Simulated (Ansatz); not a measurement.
# Si(111) with Br on 25 % of the top atoms and H on the rest: bands and core levels, part 3 of 4

What would XPS and angle-resolved spectra of Si(111) with Br on 25 % of the top atoms and H on the rest look like?

Ansatz 0.2.0; DFT, PBE, plane-wave PAW, scalar-relativistic; PAW set soft_1.

So far, gap on the k-mesh (eV): step 2 (relaxation) 1.11.

### Step 3. Layer-resolved bands, DOS and potential (continued)

Maxima picked by a test of local sharpness, so broad peaks and shoulders can be missing; peaks within 0.45 eV of a curve's cut are left out. Valence peaks, by row:

| photon energy (eV) | binding energy (eV) | height (% of the maximum within 13 eV) | main shell | its share (%) |
| --- | --- | --- | --- | --- |
| 21.2 | 8.944 | 11.88 | H 1s | 40.97 |
| 21.2 | 8.194 | 11.99 | H 1s | 47.66 |
| 21.2 | 6.494 | 21.5 | H 1s | 47.18 |
| 21.2 | 5.394 | 25.8 | H 1s | 48.58 |
| 21.2 | 2.494 | 100 | Br 4p | 78.43 |
| 60 | 15.09 | 18.68 | Br 4s | 84.06 |
| 60 | 9.094 | 57.1 | Si 3s | 73.58 |
| 60 | 6.494 | 64.82 | Si 3s | 50.63 |
| 60 | 3.594 | 100 | Si 3p | 66.39 |
| 60 | 2.494 | 99.78 | Si 3p | 73.72 |
| 60 | 1.694 | 100 | Si 3p | 82.55 |
| 150 | 15.09 | 20.37 | Br 4s | 87.74 |
| 150 | 9.094 | 51.67 | Si 3s | 75.44 |
| 150 | 6.494 | 57.75 | Si 3s | 53.23 |
| 150 | 2.294 | 100 | Si 3p | 76.41 |
| 150 | 1.694 | 97.94 | Si 3p | 82.97 |
| 1487 | 15.09 | 42.28 | Br 4s | 93.35 |
| 1487 | 9.144 | 84.95 | Si 3s | 92.63 |
| 1487 | 6.544 | 76.2 | Si 3s | 82.7 |
| 1487 | 2.444 | 100 | Br 4p | 63.55 |
| 5415 | 15.09 | 80.34 | Br 4s | 96.3 |
| 5415 | 9.194 | 100 | Si 3s | 94.95 |
| 5415 | 6.544 | 84.53 | Si 3s | 90.13 |
| 5415 | 2.444 | 74.01 | Br 4p | 70.25 |

From the valence-band maximum. Planar mean, electrostatic potential against z:

```
z (Å)  planar mean, electrostatic potential (eV)
    0                                       4.92
    1                                       4.73
    2                                       4.68
    3                                       4.68
    4                                       4.68
    5                                       4.67
    6                                       4.54
    7                                       2.31
    8                                      -3.71
    9                                      -9.41
   10                                    -0.0817
   11                                      -1.97
   12                                      -10.0
   13                                      -2.07
   14                                     0.0171
   15                                      -9.53
   16                                      -3.75
   17                                       2.16
   18                                       2.35
   19                                       4.96
   20                                       5.15
   21                                       5.16
   22                                       5.16
   23                                       5.16
   24                                       5.07
```

Shapes are the site's partial DOS without matrix elements, which overweights lines from ligand s bands. The intensity by emission energy less the core level's binding energy, zero at the valence-band maximum; read off at these points; 7 of 10 lines; values in % of the unpolarised maximum:

```csv
emission energy less the core level's binding energy (eV),Br K-beta valence,"Br K-beta valence, E along x","Br K-beta valence, E along y","Br K-beta valence, E along z",Br L3-N1,Si K-beta,"Si K-beta, E along x"
-16.0,1.78,1.54,1.54,2.26,62.6,0.769,0.593
-15.0,2.12,1.79,1.79,2.78,99.1,1.15,0.787
-14.0,2.50,2.12,2.12,3.26,53.2,1.12,0.995
-13.0,3.03,2.54,2.54,4.01,23.8,1.46,1.45
-12.0,3.85,3.11,3.11,5.35,13.1,2.55,2.62
-11.0,5.13,3.89,3.89,7.61,9.37,5.87,6.17
-10.0,7.03,5.00,5.00,11.1,8.19,11.2,12.0
-9.0,9.73,6.65,6.65,15.9,7.46,15.0,16.6
-8.0,13.6,9.23,9.23,22.4,6.40,14.3,15.6
-7.0,19.8,13.6,13.6,32.2,5.81,21.8,20.9
-6.0,29.8,21.7,21.7,46.0,5.64,27.9,26.4
-5.0,46.3,38.4,38.4,62.3,4.85,26.0,23.4
-4.0,72.2,71.9,71.9,73.0,4.05,66.4,59.3
-3.0,96.3,115,115,58.1,2.32,88.1,84.7
-2.6,99.9,125,125,49.2,1.87,95.8,95.3
-2.4,99.4,127,127,45.0,1.72,98.8,103
-2.0,93.2,121,121,37.7,1.50,99.6,104
-1.0,59.8,78.0,78.0,23.4,1.11,64.7,71.0
0.0,31.5,40.4,40.4,13.6,0.823,18.3,23.2
1.0,17.6,22.2,22.2,8.50,0.675,4.75,5.22
```

Table of broadened DOS, unweighted empty DOS by E, zero at the valence-band maximum; read off at these points:

```
E (eV)  broadened DOS, unweighted empty DOS (states/eV/cell)
 -0.97                                                     0
 -0.87                                                     0
 -0.67                                                     0
 -0.57                                                     0
 -0.47                                                     0
 -0.27                                                     0
 -0.17                                                     0
 -0.07                                                     0
  0.03                                                     0
  0.13                                                1.2e-4
  0.23                                                7.6e-4
  0.43                                                0.0163
  0.53                                                0.0579
  0.63                                                 0.173
  0.83                                                 0.923
  0.93                                                  1.65
  1.03                                                  2.51
  1.23                                                  3.72
  1.33                                                  3.90
  1.43                                                  4.14
  1.63                                                  6.43
  1.73                                                  8.56
  1.83                                                  10.8
  2.03                                                  13.5
  2.13                                                  13.7
  2.23                                                  13.7
  2.43                                                  14.7
  2.53                                                  15.8
  2.63                                                  16.8
  2.83                                                  18.2
  2.93                                                  18.5
  3.13                                                  18.9
  3.23                                                  19.4
  3.33                                                  20.2
  3.53                                                  21.3
  3.63                                                  20.8
  3.73                                                  19.8
  3.93                                                  20.1
  4.03                                                  23.0
```

Recipe: projected DOS times atomic cross section and asymmetry factor (linear light, 0° from the polarisation), occupied states only, Fermi edge at 300 K, a Lorentzian width of 0.1 eV growing by 0.08 eV per eV of binding energy, and a resolution of 0.35 eV. Each atom is damped by exp[−depth/(λ cos θ)], θ = 45° from the normal, λ from the universal curve. Curves are cut 10 eV under the photon energy, above any shell that the free atom's threshold puts out of reach, or at the lower edge of the window: 11.2 eV at 21.2 eV, 17 eV at 60 eV, 17 eV at 150 eV, 17 eV at 1486.7 eV and 17 eV at 5414.7 eV. Matrix elements of the solid and inelastic losses aren't modelled, nor non-dipole terms, which matter above 3 keV.

How the area divides among the shells (%):

```csv
shell,21.2 eV,60 eV,150 eV,1486.7 eV,5414.7 eV
Br 4s,0.0,5.1,6.4,11.7,21.2
Br 4p,55.0,3.6,6.5,20.2,15.2
H 1s,28.3,9.0,1.5,0.1,0.0
Si 3s,6.5,31.9,32.2,54.3,60.2
Si 3p,10.2,50.3,53.4,13.6,3.3
```

Cross sections used, in Mb an electron:

| shell | 21.2 eV | 60 eV | 150 eV | 1486.7 eV | 5414.7 eV |
| --- | --- | --- | --- | --- | --- |
| Br 4s | - | 0.093 | 0.046 | 0.0013 | 9.5e-5 |
| Br 4p | 3.2 | 0.057 | 0.026 | 8.7e-4 | 3.2e-5 |
| H 1s | 1.9 | 0.092 | 0.0055 | 3.0e-6 | 3.7e-8 |
| Si 3s | 0.13 | 0.15 | 0.041 | 5.3e-4 | 2.1e-5 |
| Si 3p | 0.15 | 0.13 | 0.034 | 8.8e-5 | 1.1e-6 |

Regions along c: top from 15.2 to 21.8 Å, middle from 9.8 to 15.0 Å, bottom from 3.0 to 9.7 Å.

States with weight above 0.08 nearest the zero at Γ of the zone, within the window kept, -7.4 to 4.9 eV (levels that the program groups as degenerate share a row):

```csv
E (eV),"weight, total","weight, top","weight, middle","weight, bottom"
-2.62,0.14,0.13,0.00,0.00
-2.37,0.08,0.08,0.00,0.00
-1.71,0.09,0.08,0.00,0.00
-1.24,0.97,0.18,0.55,0.22
-0.85,1.99,0.16,1.43,0.33
-0.44,1.98,0.44,0.56,0.85
0.00,1.99,0.31,1.01,0.59
1.85,0.91,0.11,0.60,0.18
2.19,0.96,0.22,0.32,0.38
2.54,0.95,0.11,0.56,0.26
```

The largest force component on a free atom is 0.002 eV/Å, so the atoms are at rest for these settings too.

### Step 4. Z+1 stand-in on atom 5

System of this step: Si23PH7Br. The cell holds 32 atoms: 1 Br, 7 H, 1 P and 23 Si. Its edges and angles: a = 7.679 Å, b = 7.679 Å, c = 24.774 Å, α = 90.0°, β = 90.0°, γ = 60.0°. It derives from Si. Regions: ad, 4 atoms (1 Br and 3 H); L1, 4 atoms (1 P and 3 Si); L2, 4 atoms (4 Si); L3, 4 atoms (4 Si); mid, 4 atoms (4 Si); rest, 12 atoms (8 Si and 4 H). Vacuum lies along c.

An atom with a screened core hole acts much like the next element, so total energies with that element on different sites give core-level shifts.

File input.yaml:

```yaml
crystal:
  lattice:
    - [7.6791796437, 0.0, 0.0]
    - [3.8395898218, 6.6503646517, 0.0]
    - [0.0, 0.0, 24.7737769138]
  atoms:
    - { symbol: Br, position: [0.0, 0.0, 0.717528971] }
    - { symbol: H, position: [0.5004599934, -0.0009199868, 0.6883948844] }
    - { symbol: H, position: [-0.0009199868, 0.5004599934, 0.6883948844] }
    - { symbol: H, position: [0.5004599934, 0.5004599934, 0.6883948844] }
    - { symbol: P, position: [0.0, 0.0, 0.6257931318] }
    - { symbol: Si, position: [0.4997074308, 0.0005851383, 0.6278022319] }
    - { symbol: Si, position: [0.0005851383, 0.4997074308, 0.6278022319] }
    - { symbol: Si, position: [0.4997074308, 0.4997074308, 0.6278022319] }
    - { symbol: Si, position: [0.8323515742, 0.3352968515, 0.5960583207] }
    - { symbol: Si, position: [0.3333333333, 0.3333333333, 0.5962947177] }
    - { symbol: Si, position: [0.8323515742, 0.8323515742, 0.5960583207] }
    - { symbol: Si, position: [0.3352968515, 0.8323515742, 0.5960583207] }
    - { symbol: Si, position: [0.8333932092, 0.3332135817, 0.5006033258] }
    - { symbol: Si, position: [0.3333333333, 0.3333333333, 0.500913478] }
    - { symbol: Si, position: [0.8333932092, 0.8333932092, 0.5006033258] }
    - { symbol: Si, position: [0.3332135817, 0.8333932092, 0.5006033258] }
    - { symbol: Si, position: [0.1667771864, 0.1667771864, 0.4684389826] }
    - { symbol: Si, position: [0.6664456272, 0.1667771864, 0.4684389826] }
    - { symbol: Si, position: [0.1667771864, 0.6664456272, 0.4684389826] }
    - { symbol: Si, position: [0.6666666667, 0.6666666667, 0.4683563592] }
    - { symbol: Si, position: [0.1666666667, 0.1666666667, 0.373126513] }
    - { symbol: Si, position: [0.6666666667, 0.1666666667, 0.373126513] }
    - { symbol: Si, position: [0.1666666667, 0.6666666667, 0.373126513] }
    - { symbol: Si, position: [0.6666666667, 0.6666666667, 0.373126513] }
    - { symbol: Si, position: [0.0, 0.0, 0.341490118] }
    - { symbol: Si, position: [0.5, 0.0, 0.341490118] }
    - { symbol: Si, position: [0.0, 0.5, 0.341490118] }
    - { symbol: Si, position: [0.5, 0.5, 0.341490118] }
    - { symbol: H, position: [0.0, 0.0, 0.282556835] }
    - { symbol: H, position: [0.5, 0.0, 0.282556835] }
    - { symbol: H, position: [0.0, 0.5, 0.282556835] }
    - { symbol: H, position: [0.5, 0.5, 0.282556835] }
kpoints:
  mp_grid: { grid: [3, 3, 1] }
scf:
  occupations: { method: fermi_dirac, width: 0.02 }
  n_extra_bands: 25
hamiltonian:
  xc: pbe
  pseudopotentials: { kind: paw, azcp: { folder: soft_1 } }
output:
  forces: true
  write_potential: true
  volumetric_format: []
efield:
  axis: 3
  dipole_correction: true
```

Run with:

```console
ansatz run input.yaml --threads 4 --pin off --max-ram 11264MiB --backend cpu --events-out ev --progress --plain --runs-dir out
```

Numbers of over 12 decimals in the logs are rounded to 6 here.

The log of the run:

```text
[...]
Crystal: 32 atoms, lattice volume = 1265.181 Å³
Basis set: ecut = 420 eV, 24701 PW (Γ), exchange–correlation on 108×108×360 points (8 copies of the dense FFT grid, shifted against one another)
Bands: 81, of which v1, the nominal top of the filled ones, is band 56 counted from 1 (55 counted from 0)
Symmetry: 6 space group operations
[...]
k-points: 3 of 9 (time reversal used)
[...]
SCF iter   1: F=—  HF=-18277.423826 eV  |F-HF|=—  |Δ(HF+E_count)|=         —  Δρ=3.72e-2  dr2=1.78e1  ethr=3.10e-3  p=0.000 e·Å  D=2.01e-7 V/Å  ΔV_dip=-0.00 eV  dr2_dipole=6.73e-1  V_vac-E_F(+/−)=5.49/5.49 eV  ⟨swp⟩=9.7  Hψ=1520  notcnv=0  defer=6
[...]
SCF iter  15: F=-18272.692393 eV  HF=-18272.692393 eV  |F-HF|=3.46e-8  |Δ(HF+E_count)|=   7.06e-8  Δρ=1.40e-6  dr2=6.96e-8  ethr=9.01e-11  p=-0.059 e·Å  D=-8.48e-3 V/Å  ΔV_dip=0.21 eV  dr2_dipole=4.44e-9  V_vac-E_F(+/−)=3.95/3.74 eV  ⟨swp⟩=27.7  Hψ=2723  notcnv=0
SCF 1 converged in 15 iterations: F = -18272.692393 eV  dr2 = 6.96e-8
[...]
SCF converged after 15 iterations
Free energy (F): -18272.692393 eV
[...]
Internal energy: -18272.669860 eV  (E = F + TS)
E sigma→0 (E₀):  -18272.681126 eV
Entropy (-TS):   -0.022534 eV (-0.704 meV/atom)
Fermi energy:    0.639887 eV
Dipole field:    D = -0.008519 V/Å  (p = -0.059565 e·Å, saw-weighted, corrected)
Work function:   Φ+ = 3.9467 eV   Φ− = 3.7356 eV
[...]
--- Forces (eV/Å), atoms counted from 1 ---
  atom   1  Br     0.00000000    -0.00000000     0.50641182
  atom   2  H      0.00000000    -0.00270735     0.01419031
  atom   3  H     -0.00234464     0.00135368     0.01419031
  atom   4  H      0.00234464     0.00135368     0.01419031
  atom   5  P     -0.00000000     0.00000000    -0.82555599
  atom   6  Si    -0.00000000     0.13797056     0.11621107
  atom   7  Si     0.11948601    -0.06898528     0.11621107
  atom   8  Si    -0.11948601    -0.06898528     0.11621107
  atom   9  Si    -0.00000000     0.06470837    -0.13446808
  atom  10  Si     0.00000000     0.00000000    -0.01695406
  atom  11  Si    -0.05603909    -0.03235419    -0.13446808
  atom  12  Si     0.05603909    -0.03235419    -0.13446808
  atom  13  Si     0.00000000    -0.13380809     0.00569218
  atom  14  Si    -0.00000000    -0.00000000    -0.08101901
  atom  15  Si     0.11588121     0.06690404     0.00569218
  atom  16  Si    -0.11588121     0.06690404     0.00569218
  atom  17  Si    -0.00212891    -0.00122913     0.08156220
  atom  18  Si     0.00212891    -0.00122913     0.08156220
  atom  19  Si    -0.00000000     0.00245826     0.08156220
  atom  20  Si     0.00000000     0.00000000     0.20451445
  atom  21  Si     0.00707096     0.00408242    -0.07466502
  atom  22  Si    -0.00707096     0.00408242    -0.07466502
  atom  23  Si     0.00000000    -0.00816485    -0.07466502
  atom  24  Si    -0.00000000    -0.00000000    -0.19642015
  atom  25  Si     0.00000000    -0.00000000     0.87295467
  atom  26  Si     0.00000000    -0.01019987     0.86536933
  atom  27  Si    -0.00883335     0.00509994     0.86536933
  atom  28  Si     0.00883335     0.00509994     0.86536933
  atom  29  H     -0.00000000     0.00000000    -0.77143902
  atom  30  H     -0.00000000     0.00545430    -0.77137182
  atom  31  H      0.00472357    -0.00272715    -0.77137182
  atom  32  H     -0.00472357    -0.00272715    -0.77137182
  max |Σ_I F_I| component: 5.32e-5 eV/Å
--- Band table (eV) ---
  k-point 0: bands = [... 52 lower, -0.9572, -0.4125, -0.4125, 0.2224, 0.6172, 0.6991, 0.6991, 1.0498, ... 21 higher]
  k-point 1: bands = [... 52 lower, -1.5186, -1.3831, -0.8112, 0.6446, 0.8248, 1.2922, 1.5976, 1.6491, ... 21 higher]
  k-point 2: bands = [... 52 lower, -1.6902, -1.6005, -1.5721, 0.9142, 1.8184, 2.0731, 2.1629, 2.1830, ... 21 higher]
```

The job ended after 10 s (4 threads of AMD EPYC 9B14 (Zen 4), shared host; peak memory 1.8 GiB).

This run has no spin polarisation although its electron count is odd.

This step gave:

* free energy: -18272.6924 eV
* energy at zero smearing: -18272.6811 eV
* smearing term TS: 0.02253 eV
* Fermi energy: 0.6399 eV

### Step 5. Z+1 stand-in on atom 8

System of this step: Si23PH7Br. The cell holds 32 atoms: 1 Br, 7 H, 23 Si and 1 P. Cell: a = 7.679 Å, b = 7.679 Å, c = 24.774 Å, α = 90.0°, β = 90.0°, γ = 60.0°. It derives from Si. Regions: ad, 4 atoms (1 Br and 3 H); L1, 4 atoms (3 Si and 1 P); L2, 4 atoms (4 Si); L3, 4 atoms (4 Si); mid, 4 atoms (4 Si); rest, 12 atoms (8 Si and 4 H). Vacuum lies along c.

The same swap on atom 8.

Changes to input.yaml since step 4:

```diff
@@ -10,6 +10,6 @@
     - { symbol: H, position: [0.5004599934, 0.5004599934, 0.6883948844] }
-    - { symbol: P, position: [0.0, 0.0, 0.6257931318] }
+    - { symbol: Si, position: [0.0, 0.0, 0.6257931318] }
     - { symbol: Si, position: [0.4997074308, 0.0005851383, 0.6278022319] }
     - { symbol: Si, position: [0.0005851383, 0.4997074308, 0.6278022319] }
-    - { symbol: Si, position: [0.4997074308, 0.4997074308, 0.6278022319] }
+    - { symbol: P, position: [0.4997074308, 0.4997074308, 0.6278022319] }
     - { symbol: Si, position: [0.8323515742, 0.3352968515, 0.5960583207] }
```

The log of the run:

```text
[...]
Crystal: 32 atoms, lattice volume = 1265.181 Å³
Basis set: ecut = 420 eV, 24701 PW (Γ), exchange–correlation on 108×108×360 points (8 copies of the dense FFT grid, shifted against one another)
Bands: 81, of which v1, the nominal top of the filled ones, is band 56 counted from 1 (55 counted from 0)
Symmetry: 2 space group operations
[...]
k-point 1: bands = [... 52 lower, -1.4715, -1.2942, -0.7493, 0.7377, 1.1762, 1.4882, 1.5715, 1.6517, ... 21 higher]
  k-point 2: bands = [... 52 lower, -1.4468, -1.3193, -0.7499, 0.7180, 1.1950, 1.4586, 1.6302, 1.6725, ... 21 higher]
  k-point 3: bands = [... 52 lower, -1.6275, -1.5754, -1.5070, 1.6092, 1.7292, 1.9822, 2.1123, 2.2306, ... 21 higher]
[key lines of the parts left out:]
SCF converged after 14 iterations
Free energy (F): -18273.237049 eV
Fermi energy:    0.726329 eV
Dipole field:    D = -0.002485 V/Å  (p = -0.017376 e·Å, saw-weighted, corrected)
Work function:   Φ+ = 3.7644 eV   Φ− = 3.7029 eV
```

Wall time 14 s (4 threads); peak memory 2.2 GiB; 47 s of CPU time.

This step gave:

| Quantity | Value |
| --- | --- |
| free energy | -18273.2370 eV |
| energy at zero smearing | -18273.2254 eV |
| smearing term TS | 0.02331 eV |
| Fermi energy | 0.7263 eV |
| symmetry operations | 2 |

### Step 6. Z+1 stand-in on atom 9

System of this step: Si23PH7Br. The cell holds 32 atoms: 1 Br, 7 H, 23 Si and 1 P. Cell: a = 7.679 Å, b = 7.679 Å, c = 24.774 Å, α = 90.0°, β = 90.0°, γ = 60.0°. It derives from Si. Regions: ad, 4 atoms (1 Br and 3 H); L1, 4 atoms (4 Si); L2, 4 atoms (1 P and 3 Si); L3, 4 atoms (4 Si); mid, 4 atoms (4 Si); rest, 12 atoms (8 Si and 4 H). Vacuum lies along c.

The same swap on atom 9.

Changes to input.yaml since step 5:

```diff
@@ -13,4 +13,4 @@
     - { symbol: Si, position: [0.0005851383, 0.4997074308, 0.6278022319] }
-    - { symbol: P, position: [0.4997074308, 0.4997074308, 0.6278022319] }
-    - { symbol: Si, position: [0.8323515742, 0.3352968515, 0.5960583207] }
+    - { symbol: Si, position: [0.4997074308, 0.4997074308, 0.6278022319] }
+    - { symbol: P, position: [0.8323515742, 0.3352968515, 0.5960583207] }
     - { symbol: Si, position: [0.3333333333, 0.3333333333, 0.5962947177] }
```

The log of the run:

```text
[...]
Crystal: 32 atoms, lattice volume = 1265.181 Å³
Basis set: ecut = 420 eV, 24701 PW (Γ), exchange–correlation on 108×108×360 points (8 copies of the dense FFT grid, shifted against one another)
Bands: 81, of which v1, the nominal top of the filled ones, is band 56 counted from 1 (55 counted from 0)
Symmetry: 2 space group operations
[...]
k-point 1: bands = [... 52 lower, -1.4822, -1.3285, -0.7634, 0.7292, 1.1514, 1.4353, 1.6475, 1.6609, ... 21 higher]
  k-point 2: bands = [... 52 lower, -1.4748, -1.3438, -0.7655, 0.7321, 1.2222, 1.4186, 1.5114, 1.6830, ... 21 higher]
  k-point 3: bands = [... 52 lower, -1.7300, -1.5542, -1.5377, 1.6003, 1.7458, 1.9421, 2.1441, 2.2262, ... 21 higher]
[key lines of the parts left out:]
SCF converged after 15 iterations
Free energy (F): -18273.393634 eV
Fermi energy:    0.723774 eV
Dipole field:    D = -0.006805 V/Å  (p = -0.047579 e·Å, saw-weighted, corrected)
Work function:   Φ+ = 3.8240 eV   Φ− = 3.6554 eV
```

Elapsed: 14 s, on 4 threads; peak memory 2.2 GiB.

This step gave:

| Quantity | Value |
| --- | --- |
| free energy | -18273.3936 eV |
| energy at zero smearing | -18273.3817 eV |
| smearing term TS | 0.02385 eV |
| Fermi energy | 0.7238 eV |

(Continued in part 4 of 4.)

[Logs are printed without paths, hosts, clocks, repeated set-up lines and the standing remarks that a program may print on its own settings, such as how far it seeks lower states.]

[Hosts, paths, dates, database ids (printed as entryN), source tags and the programs' standing remarks are cut or masked in the printed files.]

[Maps of the electrostatic potential energy from Ansatz leave out the sawtooth potential of an applied field or a dipole correction, so their vacuum need not be flat; work functions include it.]
